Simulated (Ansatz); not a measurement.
Runs of Ansatz 0.2.0 on Mo. The structure is cubic, space group Fm-3m (No. 225). The conventional cell has a = 4.030 Å, b = 4.030 Å, c = 4.030 Å, α = 90.00°, β = 90.00°, γ = 90.00°. Around Mo (site symmetry m-3m) lie 12 Mo at 2.85 Å. This isn't the form of Mo at room conditions, which is bcc.

```csv
task,level,potentials or basis,spin,U,cell,k mesh,cutoff (eV),smearing,double counting,hubbard projectors,atoms under strain,other keys,gap on the mesh (eV),pressure (GPa)
single point,rPW86-PBE,PseudoDojo stringent (PBE files),"SOC, no magnetisation",-,as given,11 × 11 × 11,1088,tetrahedron,-,-,-,"basis.xc_grid = 1; kpoints.mp_grid.shift = [0.5, 0.5, 0.5]",none,(a)
single point,PBEsol+U,Ansatz PAW,"SOC, no magnetisation",Mo d U = 4 eV,cell strained at random at fixed volume,11 × 11 × 11,550,fermi-dirac 0.1 eV,fll,ortho-atomic (the default),-,scf.mixing.preconditioner = none; basis.ecutwfc = 40.4 Ry,none,-7.6
elastic constants,LDA+U,JTH PAW LDA,off,Mo d U = 1 eV,as given,10 × 10 × 10,1800,gaussian 0.1 eV,fll (the default),all-electron-atomic,relaxed,-,none,-18.9
density of states,exchange-only PBE+D3(BJ),Ansatz PAW,off,-,cell strained at random at fixed volume,11 × 11 × 11,420,tetrahedron,-,-,-,-,none,12.0
single point,revPBE+U,Ansatz PAW polarizable,off,Mo d U = 8 eV,cell strained at random at fixed volume,11 × 11 × 11,420,fermi-dirac 0.1 eV,fll (the default),ortho-atomic,-,-,none,38.5
```

Problem. Estimate the missing entries.

Solution. (a) 4.6.

Caveats: U without spin polarisation on a metal has little footing (some runs); the PAW data sets come from PBE, with cores solved anew for the run's functional, which leaves a small shift of forces and pressure (some runs); the U is typed as a test and isn't derived for this compound (some runs); with tetrahedron occupations forces and stress needn't match the slope of the energy (some runs); the potentials were made for another functional, which shifts forces and pressure (some runs); the real-space grid breaks the cell's symmetry a little (some runs); the cell is more than 3 GPa from zero pressure, which shifts response properties (some runs).

A k mesh can miss the band edges, and rows without SOC leave out spin-orbit coupling on Mo.

A gap of «none» marks a metal or a gap under the smearing width.
